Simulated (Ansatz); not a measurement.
# MoS2 (P6_3/mmc) in Ansatz: settings compared, part 2 of 2

Ansatz 0.2.0.

### Step 3. Band structure, PBE

The input, input.yaml:

```yaml
crystal:
  lattice:
    - [3.169, 0.0, 0.0]
    - [-1.5845, 2.7444345046, 0.0]
    - [0.0, 0.0, 12.324]
  atoms:
    - { symbol: Mo, position: [0.6666666667, 0.3333333333, 0.75] }
    - { symbol: Mo, position: [0.3333333333, 0.6666666667, 0.25] }
    - { symbol: S, position: [0.6666666667, 0.3333333333, 0.377] }
    - { symbol: S, position: [0.3333333333, 0.6666666667, 0.877] }
    - { symbol: S, position: [0.6666666667, 0.3333333333, 0.123] }
    - { symbol: S, position: [0.3333333333, 0.6666666667, 0.623] }
hamiltonian:
  xc: pbe
  pseudopotentials: { kind: paw }
kpoints:
  mp_grid: { grid: [10, 10, 3] }
  band_path:
    path:
      - [[0.0, 0.0, 0.0], [0.5, 0.0, 0.0], [0.3333333333, 0.3333333333, 0.0], [0.0, 0.0, 0.0], [0.0, 0.0, 0.5], [0.5, 0.0, 0.5], [0.3333333333, 0.3333333333, 0.5], [0.0, 0.0, 0.5]]
      - [[0.5, 0.0, 0.5], [0.5, 0.0, 0.0]]
      - [[0.3333333333, 0.3333333333, 0.0], [0.3333333333, 0.3333333333, 0.5]]
    npoints: 14
scf:
  occupations: { method: fermi_dirac, width: 0.05 }
  n_extra_bands: 15
output:
  forces: true
  stress: true
  eigenvalues: true
  fatbands: false
```

Potentials or basis: Ansatz PAW.

The run is started by

```console
ansatz run input.yaml --threads 2 --pin off --max-ram 5632MiB --backend cpu --events-out ev --progress --plain --runs-dir out
```

Output:

```text
Warning: RAYON_NUM_THREADS=2 ignored (pool sized by the plan → 2); use --threads N
scf.n_extra_bands = 15 over 26 filled bands (N_el = 52.0): the run solves 41 bands
Engine: ansatz 0.2.0, aarch64-unknown-linux-gnu
Pseudopotentials: kind: paw
Pseudopotential: Mo, paw, valence charge 14, recommended cutoff 420 eV (normal), Mo.paw.azcp
Pseudopotential: S, paw, valence charge 6, recommended cutoff 420 eV (normal), S.paw.azcp
Functional definition: PBE
  parameter kappa = 0.804
  parameter beta = 0.06672455060314922
  exchange = pbe_x(kappa = kappa, mu = beta*pi^2/3)
  correlation = pbe_c(beta = beta)
Crystal: 6 atoms, lattice volume = 107.183 Å³
Basis set: ecut = 420 eV, 2081 PW (Γ), exchange–correlation on 48×48×180 points (8 copies of the dense FFT grid, shifted against one another)
Bands: 41, of which v1, the nominal top of the filled ones, is band 26 counted from 1 (25 counted from 0)
Symmetry: 24 space group operations
Space group: P63/mmc (ITA 194), of the structure as read, at distance tolerance 4.8e-5 Å
k-points: 28 of 300
Non-local potential: Mo, projectors of the file, l = 0: 3, l = 1: 2, l = 2: 2, l = 3: 1
Non-local potential: S, projectors of the file, l = 0: 2, l = 1: 2, l = 2: 2
PAW form: soft (Blöchl's): semilocal exchange-correlation on the pseudo side does not see the compensation charge
PAW one-centre angular grid: Mo, 590 points (default); XC on 64 Gauss nodes
PAW one-centre angular grid: S, 110 points (default); XC on 64 Gauss nodes
Initial density: superposition of atomic densities (neutral atoms: chi_scale 0, normalization atom), corrected by the library's trained network
Initial wavefunctions: pseudopotential atomic-orbital guess
Functional: x = pbe(κ = 0.804, μ = 0.2195149727645171), c = pbe(β = 0.06672455060314922)
SCF iter   1: F=—  HF=-13525.527715 eV  |F-HF|=—  |Δ(HF+E_count)|=         —  Δρ=5.49e-3  dr2=8.13e-3  ethr=1.77e-3  ⟨swp⟩=6.4  Hψ=5298  notcnv=0  defer=28
preconditioner: auto → Resta (q_TF=auto, 2.418 Å⁻¹)  ε∞=5.0  [insulator: Δε(μ)=0.930 eV  Ē_g=10.769 eV  σ=0.050 eV  W_gap=1.00  n_scr=26 (ndim 8)  ℏωp=21.5 eV  f_vac=0.016  D(μ)=0.00/eV (n_scr^D=0)  ε∞_Penn≈5.0]
SCF iter   2: F=—  HF=-13525.536565 eV  |F-HF|=—  |Δ(HF+E_count)|=   8.85e-3  Δρ=3.13e-3  dr2=2.69e-3  ethr=1.56e-5  ⟨swp⟩=2.0  Hψ=1849  notcnv=0  defer=105
SCF iter   3: F=—  HF=-13525.541182 eV  |F-HF|=—  |Δ(HF+E_count)|=   4.62e-3  Δρ=1.21e-3  dr2=2.74e-3  ethr=5.17e-6  ⟨swp⟩=2.0  Hψ=1349  notcnv=0  defer=105
SCF iter   4: F=—  HF=-13525.541139 eV  |F-HF|=—  |Δ(HF+E_count)|=   4.28e-5  Δρ=1.34e-4  dr2=3.39e-5  ethr=5.17e-6  ⟨swp⟩=2.1  Hψ=1104  notcnv=0  defer=105
SCF iter   5: F=—  HF=-13525.541267 eV  |F-HF|=—  |Δ(HF+E_count)|=   1.28e-4  Δρ=6.85e-5  dr2=7.90e-6  ethr=6.52e-8  ⟨swp⟩=2.2  Hψ=1333  notcnv=0  defer=105
SCF iter   6: F=—  HF=-13525.541270 eV  |F-HF|=—  |Δ(HF+E_count)|=   2.24e-6  Δρ=1.44e-5  dr2=6.01e-7  ethr=1.52e-8  ⟨swp⟩=2.0  Hψ=1340  notcnv=0  defer=105
SCF iter   7: F=-13525.541270 eV  HF=-13525.541270 eV  |F-HF|=2.53e-8  |Δ(HF+E_count)|=   4.08e-8  Δρ=3.56e-6  dr2=3.75e-8  ethr=1.92e-10  ⟨swp⟩=10.2  Hψ=5206  notcnv=0
SCF 1 converged in 7 iterations: F = -13525.541270 eV  dr2 = 3.75e-8
NSCF: frozen V_eff on 129 k-points
SCF converged after 7 iterations
Free energy (F): -13525.541270 eV
Harris-Foulkes:  -13525.541270 eV  (|F-HF|=2.53e-8)
Internal energy: -13525.541267 eV  (E = F + TS)
E sigma→0 (E₀):  -13525.541268 eV
Entropy (-TS):   -0.000002 eV (-0.000 meV/atom)
Fermi energy:    11.308837 eV
--- Per-component energies (eV) ---
  E_band       = -312.454836
  E_kinetic    = 1312.076442
  E_local      = -3923.159272  (includes V_loc(G=0)·N_el)
  E_nonlocal   = 398.372818
  E_hartree    = 1508.572427
  E_xc         = -757.134791
  E_vxc        = -810.201713  (∫ρ·V_xc dr)
  E_paw        = -8803.052528  (= ΣΔE_a)
  E_vpaw       = -306.676438  (= ΣTr[D̂ρ^β])
  E_aug_tail   = 0.000083  (compensation charges beyond the density's cutoff)
  E_ewald      = -3261.216446
  E_smearing   = -0.000002  (= −TS)
  E_closure    = -0.000000  (closes the sum)
  Σ components = -13525.541270   (vs F -13525.541270, Δ=0.00e0)
--- Forces (eV/Å), atoms counted from 1 ---
  atom   1  Mo     0.00000000     0.00000000     0.00000000
  atom   2  Mo    -0.00000000    -0.00000000     0.00000000
  atom   3  S      0.00000000    -0.00000000    -0.06547832
  atom   4  S      0.00000000     0.00000000    -0.06547832
  atom   5  S      0.00000000    -0.00000000     0.06547832
  atom   6  S     -0.00000000     0.00000000     0.06547832
  max |Σ_I F_I| component: 1.97e-17 eV/Å
--- Stress (GPa, compression-positive) ---
        1.850762       0.000000      -0.000000
        0.000000       1.850762      -0.000000
       -0.000000      -0.000000       2.263220
  P = ⅓ Tr σ = 1.9882 GPa (19.882 kbar)
--- Band table (eV; the first three rows and the last of 28) ---
  k-point 0: bands = ["-50.6209", "-50.6209", "-24.7670", "-24.7669", "-24.5453", "-24.5453", "-24.5453", "-24.5453", "-4.0582", "-3.7886", "-2.8459", "-2.4038", "4.0385", "5.0722", "7.4105", "7.6249", "7.6249", "7.6382", "7.6382", "8.7205", "8.7205", "8.7672", "8.7672", "9.7121", "9.7501", "10.8974", "12.9944", "12.9944", "13.0225", "13.0225", "13.1598", "13.1598", "13.3318", "13.3318", "16.4304", "16.5588", "18.9602", "19.4821", "19.4917", "20.7641", "20.7641"]
  k-point 1: bands = ["-50.6209", "-50.6209", "-24.7670", "-24.7669", "-24.5453", "-24.5453", "-24.5453", "-24.5453", "-4.0042", "-3.8735", "-2.7198", "-2.5029", "4.2447", "4.7403", "7.6281", "7.6281", "7.6347", "7.6347", "7.8881", "8.7322", "8.7322", "8.7555", "8.7555", "8.8200", "10.4067", "10.7825", "12.9960", "12.9960", "13.0074", "13.0074", "13.2106", "13.2106", "13.2939", "13.2939", "16.4680", "16.5317", "19.0826", "19.3464", "19.7689", "20.5200", "20.8563"]
  k-point 2: bands = ["-50.6171", "-50.6171", "-24.7595", "-24.7594", "-24.5833", "-24.5833", "-24.5539", "-24.5539", "-3.9077", "-3.6406", "-2.7742", "-2.3507", "4.2096", "5.2378", "7.1235", "7.2936", "7.3200", "7.7759", "7.7971", "8.2019", "8.4850", "8.5382", "8.8652", "9.7596", "9.8669", "10.6040", "12.8367", "12.8654", "12.9118", "12.9819", "13.0434", "13.1827", "13.2222", "13.2982", "17.1113", "17.2294", "19.4439", "19.5435", "20.1092", "20.5141", "20.8488"]
  k-point 27: bands = ["-50.5770", "-50.5770", "-24.8533", "-24.8533", "-24.7679", "-24.7679", "-24.6799", "-24.6799", "-1.8004", "-1.7782", "-1.7110", "-1.6894", "4.8073", "4.8832", "5.2883", "5.3664", "6.3114", "6.3743", "6.5481", "6.6476", "7.2484", "7.4205", "8.0753", "8.2703", "10.0499", "10.1270", "12.0599", "12.0961", "12.9987", "13.4138", "13.6510", "13.6913", "14.9355", "15.1200", "17.2222", "17.6699", "18.2481", "18.5130", "19.6783", "19.8078", "21.3283"]
```

Run time: 9.7 s. Hardware: 2 threads of Arm Neoverse V2, shared host; peak memory 0.51 GiB.

Results:

| Property | Result |
| --- | --- |
| Free energy | -13525.5413 eV |
| Pressure | 2.0 GPa |
| Largest force | 0.065 eV/Å |
| Band gap on the k mesh | 0.93 eV, indirect (least direct gap 1.87 eV) |
| Band gap along the path | 0.88 eV, indirect (least direct gap 1.65 eV) |

Forces in eV/Å, atoms in the order of the input:
```
Mo   0.000  0.000  0.000
Mo   0.000  0.000  0.000
S    0.000  0.000 -0.065
S    0.000  0.000 -0.065
S    0.000  0.000  0.065
S    0.000  0.000  0.065
```

Stress tensor (GPa, compression positive):
```
1.85 0.00 0.00
0.00 1.85 0.00
0.00 0.00 2.26
```

Levels at the corners of the path, in eV from the valence-band top:
| point | band 24 | band 25 | band 26 | band 27 | band 28 | band 29 |
| --- | --- | --- | --- | --- | --- | --- |
| Γ | -1.19 | -1.15 | 0.00 | 2.10 | 2.10 | 2.13 |
| M | -1.53 | -1.40 | -1.28 | 1.60 | 1.64 | 2.00 |
| K | -2.70 | -0.77 | -0.61 | 1.05 | 1.05 | 1.84 |
| Γ | -1.19 | -1.15 | 0.00 | 2.10 | 2.10 | 2.13 |
| A | -2.15 | -0.27 | -0.27 | 2.10 | 2.10 | 2.10 |
| L | -1.63 | -1.33 | -1.33 | 1.62 | 1.62 | 2.14 |
| H | -2.87 | -0.70 | -0.70 | 1.05 | 1.05 | 2.30 |
| A | -2.15 | -0.27 | -0.27 | 2.10 | 2.10 | 2.10 |
| L | -1.63 | -1.33 | -1.33 | 1.62 | 1.62 | 2.14 |
| M | -1.53 | -1.40 | -1.28 | 1.60 | 1.64 | 2.00 |
| K | -2.70 | -0.77 | -0.61 | 1.05 | 1.05 | 1.84 |
| H | -2.87 | -0.70 | -0.70 | 1.05 | 1.05 | 2.30 |

Caveat: this functional lacks dispersion, which binds the layers, so the pressure and a relaxed spacing across them are unreliable.

### Step 4. Band structure, PBEsol

Changes to input.yaml since step 3:

```diff
@@ -13,3 +13,3 @@
 hamiltonian:
-  xc: pbe
+  xc: pbesol
   pseudopotentials: { kind: paw }
@@ -31 +31,5 @@
   fatbands: false
+  write_density: true
+  write_potential: true
+  elf: true
+  volumetric_format: npy
```

The run is started by

```console
ansatz run input.yaml --threads 2 --pin off --max-ram 5632MiB --backend cpu --events-out ev --progress --plain --runs-dir out
```

Run time: 10 s. Hardware: 2 threads of Arm Neoverse V2, shared host; peak memory 0.55 GiB.

It converged, with:

```
Free energy             : -13340.3142 eV
Pressure                : -3.0 GPa
Largest force           : 0.313 eV/Å
Band gap on the k mesh  : 0.88 eV, indirect (least direct gap 1.87 eV)
Band gap along the path : 0.84 eV, indirect (least direct gap 1.65 eV)
```

Forces in eV/Å, atoms in the order of the input:
```
Mo   0.000  0.000  0.000
Mo   0.000  0.000  0.000
S    0.000  0.000 -0.313
S    0.000  0.000 -0.313
S    0.000  0.000  0.313
S    0.000  0.000  0.313
```

Stress tensor (GPa, compression positive):
```
-3.27  0.00  0.00
 0.00 -3.27  0.00
 0.00  0.00 -2.36
```

Levels at the corners of the path, in eV from the valence-band top:
| point | band 22 | band 23 | band 24 | band 25 | band 26 | band 27 | band 28 | band 29 | band 30 | band 31 |
| --- | --- | --- | --- | --- | --- | --- | --- | --- | --- | --- |
| Γ | -2.14 | -2.14 | -1.19 | -1.17 | 0.00 | 2.09 | 2.09 | 2.12 | 2.12 | 2.27 |
| M | -2.47 | -1.73 | -1.52 | -1.43 | -1.30 | 1.59 | 1.64 | 1.98 | 2.25 | 2.79 |
| K | -3.82 | -2.69 | -2.69 | -0.79 | -0.62 | 1.03 | 1.03 | 1.77 | 2.82 | 2.82 |
| Γ | -2.14 | -2.14 | -1.19 | -1.17 | 0.00 | 2.09 | 2.09 | 2.12 | 2.12 | 2.27 |
| A | -2.16 | -2.16 | -2.16 | -0.27 | -0.27 | 2.10 | 2.10 | 2.10 | 2.10 | 2.37 |
| L | -2.62 | -1.63 | -1.63 | -1.36 | -1.36 | 1.61 | 1.61 | 2.13 | 2.13 | 3.16 |
| H | -3.44 | -2.87 | -2.87 | -0.72 | -0.72 | 1.03 | 1.03 | 2.25 | 2.25 | 2.87 |
| A | -2.16 | -2.16 | -2.16 | -0.27 | -0.27 | 2.10 | 2.10 | 2.10 | 2.10 | 2.37 |
| L | -2.62 | -1.63 | -1.63 | -1.36 | -1.36 | 1.61 | 1.61 | 2.13 | 2.13 | 3.16 |
| M | -2.47 | -1.73 | -1.52 | -1.43 | -1.30 | 1.59 | 1.64 | 1.98 | 2.25 | 2.79 |
| K | -3.82 | -2.69 | -2.69 | -0.79 | -0.62 | 1.03 | 1.03 | 1.77 | 2.82 | 2.82 |
| H | -3.44 | -2.87 | -2.87 | -0.72 | -0.72 | 1.03 | 1.03 | 2.25 | 2.25 | 2.87 |

Caveat: this functional lacks dispersion, which binds the layers, so the pressure and a relaxed spacing across them are unreliable; the PAW data sets come from PBE, with cores solved anew for the run's functional, which leaves a small shift of forces and pressure.

### Step 5. Band structure, RPBE

Changes to input.yaml since step 4:

```diff
@@ -13,3 +13,3 @@
 hamiltonian:
-  xc: pbesol
+  xc: rpbe
   pseudopotentials: { kind: paw }
@@ -31,5 +31 @@
   fatbands: false
-  write_density: true
-  write_potential: true
-  elf: true
-  volumetric_format: npy
```

The run is started by

```console
ansatz run input.yaml --threads 2 --pin off --max-ram 5632MiB --backend cpu --events-out ev --progress --plain --runs-dir out
```

Wall time 10 s (2 threads of Arm Neoverse V2, shared host); peak memory 0.51 GiB.

It converged, with:

```yaml
Free_energy: -13553.1378 eV
Pressure: 4.7 GPa
Band_gap_on_the_k_mesh: 0.97 eV, indirect (least direct gap 1.87 eV)
Band_gap_along_the_path: 0.93 eV, indirect (least direct gap 1.66 eV)
```

Stress tensor (GPa, compression positive):
```
4.51 0.00 0.00
0.00 4.51 0.00
0.00 0.00 5.03
```

Levels at the corners of the path, in eV from the valence-band top:
```
point  band 22  band 23  band 24  band 25  band 26  band 27  band 28  band 29  band 30  band 31
    Γ    -2.12    -2.12    -1.19    -1.11     0.00     2.11     2.11     2.13     2.13     2.27
    M    -2.47    -1.73    -1.53    -1.38    -1.26     1.61     1.65     2.02     2.27     2.89
    K    -3.77    -2.70    -2.70    -0.75    -0.59     1.06     1.06     1.91     2.85     2.85
    Γ    -2.12    -2.12    -1.19    -1.11     0.00     2.11     2.11     2.13     2.13     2.27
    A    -2.15    -2.15    -2.15    -0.26    -0.26     2.11     2.11     2.11     2.11     2.36
    L    -2.61    -1.63    -1.63    -1.32    -1.32     1.63     1.63     2.16     2.16     3.25
    H    -3.42    -2.88    -2.88    -0.68    -0.68     1.06     1.06     2.35     2.35     2.89
    A    -2.15    -2.15    -2.15    -0.26    -0.26     2.11     2.11     2.11     2.11     2.36
    L    -2.61    -1.63    -1.63    -1.32    -1.32     1.63     1.63     2.16     2.16     3.25
    M    -2.47    -1.73    -1.53    -1.38    -1.26     1.61     1.65     2.02     2.27     2.89
    K    -3.77    -2.70    -2.70    -0.75    -0.59     1.06     1.06     1.91     2.85     2.85
    H    -3.42    -2.88    -2.88    -0.68    -0.68     1.06     1.06     2.35     2.35     2.89
```

Caveat: this functional lacks dispersion, which binds the layers, so the pressure and a relaxed spacing across them are unreliable; the PAW data sets come from PBE, with cores solved anew for the run's functional, which leaves a small shift of forces and pressure.

### Step 6. Overview

```csv
level,gap on the mesh (eV),pressure (GPa),largest force (eV/Å)
LDA,0.85,-5.7,0.48
PBE,0.93,2.0,0.07
PBEsol,0.88,-3.0,0.31
RPBE,0.97,4.7,-
```

Alike in all rows: task band structure; potentials or basis Ansatz PAW; no spin polarisation; cell as given; k mesh 10 × 10 × 3; cutoff (eV) 420; smearing fermi-dirac 0.05 eV.

On the cell as given the gap runs from 0.81 eV (LDA) to 0.93 eV (RPBE). The pressure there spans -5.7 GPa (LDA) to 4.7 GPa (RPBE); a positive pressure means that this level wants a larger cell, a negative one a smaller.

Caveats: the PAW data sets come from PBE, with cores solved anew for the run's functional, which leaves a small shift of forces and pressure (some runs); this functional lacks dispersion, which binds the layers, so the pressure and a relaxed spacing across them are unreliable (some runs).

Absolute energies hang on the potentials; compare differences alone.

### Step 7. How close it comes

Step 2. A measured gap of MoS2 is 1.3 eV (indirect; 300 K; “Multiwavelength excitation Raman Scattering Analysis of bulk and 2 dimensional MoS2: Vibrational properties of atomically thin MoS2 layers”, 2015, arxiv:1506.03228); the calculated 0.81 eV misses it by -0.49 eV. Spin-orbit coupling on Mo is left out. The value is that of LDA, without temperature or zero-point motion. Semilocal functionals fall short of measured gaps as a rule.

Step 3. Against the measured gap of MoS2, 1.3 eV (indirect; 300 K; “Multiwavelength excitation Raman Scattering Analysis of bulk and 2 dimensional MoS2: Vibrational properties of atomically thin MoS2 layers”, 2015, arxiv:1506.03228), the calculated 0.88 eV is off by -0.42 eV. Spin-orbit coupling on Mo is left out. The value is that of PBE, without temperature or zero-point motion. Semilocal functionals fall short of measured gaps as a rule.

Step 4. Against the measured gap of MoS2, 1.3 eV (indirect; 300 K; “Multiwavelength excitation Raman Scattering Analysis of bulk and 2 dimensional MoS2: Vibrational properties of atomically thin MoS2 layers”, 2015, arxiv:1506.03228), the calculated 0.84 eV is off by -0.46 eV. Spin-orbit coupling on Mo is left out. The value is that of PBEsol, without temperature or zero-point motion. Semilocal functionals fall short of measured gaps as a rule.

Step 5. Measured gap of MoS2: 1.3 eV (indirect; 300 K; “Multiwavelength excitation Raman Scattering Analysis of bulk and 2 dimensional MoS2: Vibrational properties of atomically thin MoS2 layers”, 2015, arxiv:1506.03228). This calculation gives 0.93 eV (-0.37 eV). Spin-orbit coupling on Mo is left out. The value is that of RPBE, without temperature or zero-point motion. Semilocal functionals fall short of measured gaps as a rule.
